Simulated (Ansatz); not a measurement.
## Sc

```
CELL_PARAMETERS angstrom
0.00000 2.27050 2.27050
2.27050 0.00000 2.27050
2.27050 2.27050 0.00000
ATOMIC_POSITIONS crystal
Sc 0.00000 0.00000 0.00000
```

The cell is COD entry 9008483, as deposited and not checked against the literature; nothing was relaxed.

Spin polarisation is left out, and whether a magnetic state lies lower isn't shown here.

Method: Ansatz 0.2.0, DFT, PBE, all-electron LAPW, scalar-relativistic.

Settings: a Γ-centred 12×12×12 k mesh, Fermi–Dirac smearing of 0.03 eV, basis error target 0.25 meV/atom, no spin polarisation.

```yaml
Pressure_at_this_cell: 2.95 GPa
Band_gap: "none: with an odd electron count and no spin polarisation the bands can't all be full, a metal in this set-up (spin order or a larger cell could open a gap)"
Density_of_states_at_the_Fermi_level_0.2_eV_bin: 1.92 states/eV per cell
Volume_per_atom: 23.41 Å³
```
